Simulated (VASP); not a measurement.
Runs of VASP 6.6.1 on ZrS2. The structure is trigonal, space group P-3m1 (No. 164). Conventional cell: a = 3.691 Å, b = 3.691 Å, c = 6.041 Å, α = 90.00°, β = 90.00°, γ = 120.00°. Zr (site symmetry -3m) has 6 S at 2.57 Å as nearest neighbours. Around S (site symmetry 3m) lie 3 Zr at 2.57 Å. The cell is a database's computed one.

```csv
level,potentials or basis,gap on the mesh (eV),pressure (GPa),largest force (eV/Å)
r2SCAN,"VASP PAW PBE potentials, release 64 (Zr_sv, S)",1.34,0.0,0.02
PBE,"VASP PAW PBE potentials, release 64 (Zr_sv, S)",1.03,(b),0.05
PBEsol,"VASP PAW PBE potentials, release 64 (Zr_sv, S)",0.96,-2.5,(a)
LDA,"VASP PAW LDA potentials, release 64 (Zr_sv, S)",0.91,(c),0.28
TB-mBJ,"VASP PAW PBE potentials, release 64 (Zr_sv, S)",1.58,-,-
```

Alike in all rows: task band structure; no spin polarisation; cell as given; k mesh 8 × 8 × 6; cutoff (eV) 520; smearing gaussian 0.02 eV.

Problem. Estimate the missing entries.

Solution. (a) 0.14; (b) 0.5; (c) -4.5.

Caveats: the PAW data sets were made with another functional, which shifts forces and pressure a little (some runs); this functional lacks dispersion, which binds the layers, so the pressure and a relaxed spacing across them are unreliable (some runs).

A k mesh can miss the band edges, and the runs leave out spin-orbit coupling on Zr.
